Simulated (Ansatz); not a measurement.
Base system: InN in the wurtzite structure (space group P6_3mc, No. 186; a = 3.5809 Å, c = 5.7882 Å).

Level of theory: PBE in Ansatz (plane waves to 420 eV, PAW, no spin-orbit coupling), earlier PAW set.

Base values:

```
Quantity    Value
--------  -------
Band gap     zero
Pressure  0.0 GPa
```

Now apply this change: an isotropic linear strain of −5.62 %; the atoms relax in the strained cell.

**Question.** What does the calculation give for the energy relative to the base after the change?

**Answer.** The energy rises by 0.215 eV/atom.

**Question.** Predict the new band gap.

**Answer.** The band gap goes from zero to 0.18 eV.

**Question.** What happens to the valence-band top at Γ?

**Answer.** The valence-band top at Γ (three highest levels, from the VBM) is 0.00, 0.00, -0.09 eV.

**Question.** Estimate the effect on the pressure.

**Answer.** The pressure (mean of the normal stresses, compression positive) goes from zero to 31.6 GPa.

No phonon test of stability was made. All final runs are without spin polarisation. The zero or small gap of InN can change with the level of theory.

Ansatz is an electronic-structure program.
